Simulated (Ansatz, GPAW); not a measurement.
Given: the input of a run of Ansatz 0.2.0 on SiNi. 

The input input.yaml:

```yaml
crystal:
  lattice:
    - [5.1731, 0.0, 0.0]
    - [0.0, 3.3381, 0.0]
    - [0.0, 0.0, 5.6049]
  atoms:
    - { symbol: Ni, position: [0.99221, 0.75, 0.81248], spin: 1.0 }
    - { symbol: Ni, position: [0.50779, 0.25, 0.31248], spin: 1.0 }
    - { symbol: Ni, position: [0.49221, 0.75, 0.68752], spin: 1.0 }
    - { symbol: Ni, position: [0.00779, 0.25, 0.18752], spin: 1.0 }
    - { symbol: Si, position: [0.67872, 0.25, 0.9175] }
    - { symbol: Si, position: [0.82128, 0.75, 0.4175] }
    - { symbol: Si, position: [0.17872, 0.25, 0.5825] }
    - { symbol: Si, position: [0.32128, 0.75, 0.0825] }
hamiltonian:
  xc: pbesol
  pseudopotentials: { kind: paw }
magnetization:
  spin_polarized: true
kpoints:
  mp_grid: { grid: [5, 8, 5] }
scf:
  occupations: { method: fermi_dirac, width: 0.05 }
output:
  forces: true
  stress: true
  eigenvalues: true
  write_density: true
  write_potential: true
  elf: true
  volumetric_format: npy
```

Potentials or basis: Ansatz PAW.

Command:

```console
$ ansatz run input.yaml --threads 4 --pin off --max-ram 11264MiB --backend cpu --events-out ev --progress --plain --runs-dir out
```

Q: Translate it to GPAW 26.7.0 (ASE script). Potentials or basis there: PAW data sets generated for this functional, cutoff 600 eV.

A: As run (cutoffs and basis follow the program's own potentials, and thresholds, step limits or extra output files can differ):

run.py

```python
from ase import Atoms
from ase.dft.bandgap import bandgap
from ase.io import write
from ase.units import Bohr, GPa
from gpaw import GPAW, PW, setup_paths
from gpaw.elf import elf_from_dft_calculation

setup_paths.insert(0, '.')

atoms = Atoms(['Ni', 'Ni', 'Ni', 'Ni', 'Si', 'Si', 'Si', 'Si'],
              cell=[[5.1731, 0.0, 0.0],
                    [0.0, 3.3381, 0.0],
                    [0.0, 0.0, 5.6049]],
              scaled_positions=[[0.99221, 0.75, 0.81248],
                                [0.50779, 0.25, 0.31248],
                                [0.49221, 0.75, 0.68752],
                                [0.00779, 0.25, 0.18752],
                                [0.67872, 0.25, 0.9175],
                                [0.82128, 0.75, 0.4175],
                                [0.17872, 0.25, 0.5825],
                                [0.32128, 0.75, 0.0825]],
              pbc=True)
atoms.set_initial_magnetic_moments([1.0, 1.0, 1.0, 1.0, 0.0, 0.0, 0.0, 0.0])

calc = GPAW(mode=PW(600),
            xc='PBEsol',
            kpts={'size': (5, 8, 5), 'gamma': True},
            occupations={'name': 'fermi-dirac', 'width': 0.05},
            nbands=68,
            convergence={'density': 1e-05, 'energy': 1e-05},
            maxiter=150,
            txt='gpaw.txt')
atoms.calc = calc
energy = atoms.get_potential_energy()
forces = atoms.get_forces()
stress = atoms.get_stress()
calc.write('gs.gpw')
write('result.traj', atoms)
print(f'Energy: {energy:.6f} eV')
print('Forces (eV/A):')
print(forces.round(4))
print('Stress (GPa):', (stress / GPa).round(3))
print('Moments:', calc.get_magnetic_moments().round(3))
print('Fermi level:', round(calc.get_fermi_level(), 4), 'eV')
print(f'Gap: {bandgap(calc)[0]:.4f} eV, direct: {bandgap(calc, direct=True)[0]:.4f} eV')

# fields on the real-space grid
write('density.cube', atoms, data=calc.get_pseudo_density() * Bohr**3)
write('potential.cube', atoms, data=calc.get_electrostatic_potential())
write('spin.cube', atoms, data=(calc.get_pseudo_density(spin=0) - calc.get_pseudo_density(spin=1)) * Bohr**3)
write('elf.cube', atoms, data=elf_from_dft_calculation(calc).data)
```

Potentials or basis: PAW data sets generated in the run's folder for this functional, pw.

Run with:

```console
$ gpaw-setup -f PBEsol Ni Si
$ OMP_NUM_THREADS=1 python run.py
```

Both were run:

|  | Ansatz | GPAW |
| --- | --- | --- |
| Pressure | -4.3 GPa | -2.7 GPa |
| Largest force | 0.082 eV/Å | 0.086 eV/Å |
| Net moment | 0.00 μB per cell | 0.00 μB per cell |

Ansatz's pressure holds a Pulay term of +0.05 GPa for its cutoff of 420 eV, which the other run lacks.

The potentials hold 88 and 80 valence electrons a cell.

Ansatz's potentials were made for PBE.

Where Ansatz's input types no cutoff or centring, it takes its own default and a Γ-centred mesh.

The magnetic state is the one that the start led to; the real crystal's order can differ.

Pressure is positive in compression.
